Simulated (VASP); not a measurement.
A run of VASP 6.6.1 is set up as follows.

Contents of INCAR:

```
ALGO     = Normal         # electronic algorithm
EDIFF    = 1E-6           # SCF threshold, eV
ENCUT    = 520            # plane-wave cutoff, eV
ISIF     = 2              # what is computed and relaxed
ISMEAR   = -1             # smearing method
LASPH    = T              # aspherical terms in the spheres
LCHARG   = T              # write CHGCAR
LELF     = T              # ELF
LREAL    = F              # projectors in reciprocal space
LVHAR    = T            
LWAVE    = F              # write WAVECAR
NBANDS   = 36             # bands
NELM     = 100            # most SCF steps
PREC     = Accurate       # precision mode
SIGMA    = 0.05           # smearing width, eV
```

File KPOINTS:

```
k-points
0
Gamma
  3 3 3
```

Contents of POSCAR:

```
B
1.0
    2.7911422500      1.6114667300      4.0167684200
   -2.7911422500      1.6114667300      4.0167684200
    0.0000000000     -3.2229334600      4.0167684200
B
15
Direct
    0.4339796626      0.5399939655      0.4991747790
    0.8211311101      0.2643368442      0.8205737188
    0.8080366049      0.8035205327      0.3219932163
    0.2931794258      0.8178373862      0.7901505448
    0.2192528276      0.7237333857      0.1747401604
    0.7288078897      0.1742385194      0.1863781090
    0.1938022638      0.1996908924      0.6748631818
    0.0230426315      0.3101831382      0.0153004219
    0.0086690234     -0.0037101379      0.3328213543
    0.3570064290      0.0111150650     -0.0095628595
    1.0052976339      0.6471009135      1.0207592942
    0.6748266414      0.9745845631      1.0055917444
    0.9988266550      0.9715768794      0.6729151462
    0.6500042873      0.6150895494      0.6622111982
    0.3450066897      0.3427663883      0.3250831722
```

Potentials or basis: VASP PAW LDA potentials, release 64 (B).

The run is started by

```sh
$ cat potpaw_LDA.64/B/POTCAR > POTCAR
$ mpirun -np 1 vasp_std > vasp.out
```

Question: Predict the largest force.

Answer: 3.609 eV/Å.

Question: What does it give for the band gap on the k mesh?

Answer: None (metal or under the smearing width).

Question: Estimate the pressure.

Answer: 8.1 GPa.

Forces on the atoms (eV/Å):
```
B    0.075  0.152 -0.774
B   -2.077  1.514  1.184
B    0.919 -0.253 -0.022
B    2.226 -0.387  1.420
B    1.874 -2.205 -1.844
B   -2.631 -1.438 -1.400
B    0.651 -0.889  0.422
B   -0.510  0.986  0.320
B    0.237 -0.062  1.074
B   -1.419 -0.199 -1.821
B    0.154  0.360 -0.107
B    1.237  0.511  1.445
B   -0.801 -0.055  0.099
B   -0.102  0.869 -3.428
B    0.171  1.096  3.434
```

Caveat: the k mesh is coarse (spacing up to 0.47 Å⁻¹), so the values aren't converged; forces of over 1 eV/Å show positions far from the minimum, so gaps and moduli don't describe the material at rest.
